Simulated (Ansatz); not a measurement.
Crystal: AlN.

```xyz
2
Lattice="0.0000 2.0345 2.0345 2.0345 0.0000 2.0345 2.0345 2.0345 0.0000" Properties=species:S:1:pos:R:3 pbc="T T T"
Al    2.0345    2.0345    2.0345
N     0.0000    0.0000    0.0000
```

Measurements of this composition are mostly on another form, of space group No. 186.

- Program: Ansatz 0.2.0
- Task: relaxation of cell and atoms
- Functional: BLYP
- Dispersion: D3(BJ)
- Potentials or basis: Ansatz PAW
- Cutoff: 420 eV (not typed: the program's choice for these potentials)
- k mesh: 11 × 11 × 11
- Occupations: fermi-dirac, width 0.05 eV
- Spin: no spin polarisation

At the start: volume 8.42 Å³/atom.

**Question.** How do energy, volume and symmetry change on relaxing?

**Answer.** It ends after 7 steps and the volume is 8.09 Å³/atom (-3.9 %); space group Fm-3m (No. 225, to 0.05 Å).

Step by step:
| step | energy change (eV) | largest force (eV/Å) | volume (Å³) |
| --- | --- | --- | --- |
| 1 | 0.0000 | 0.0000 | 16.84 |
| 2 | -0.0159 | 0.0000 | 16.53 |
| 3 | -0.0229 | 0.0000 | 16.18 |
| 4 | -0.0228 | 0.0000 | 16.20 |
| 5 | -0.0208 | 0.0000 | 16.20 |
| 6 | -0.0208 | 0.0000 | 16.19 |
| 7 | -0.0207 | 0.0000 | 16.19 |

Final structure:
```cif
data_structure
_symmetry_space_group_name_H-M 'P 1'
_symmetry_Int_Tables_number 1
_cell_length_a 2.8396
_cell_length_b 2.8396
_cell_length_c 2.8396
_cell_angle_alpha 60.000
_cell_angle_beta 60.000
_cell_angle_gamma 60.000
_cell_volume 16.19
loop_
_atom_site_label
_atom_site_type_symbol
_atom_site_fract_x
_atom_site_fract_y
_atom_site_fract_z
_atom_site_occupancy
Al1 Al 0.50000 0.50000 0.50000 1
N1 N 0.00000 0.00000 0.00000 1
```

Caveat: the plane-wave basis is chosen anew once the cell has moved, so the energies of steps on either side of that aren't comparable; the pressure holds a Pulay correction of +0.7 GPa for the finite cutoff; the PAW data sets come from PBE, with cores solved anew for the run's functional, which leaves a small shift of forces and pressure.
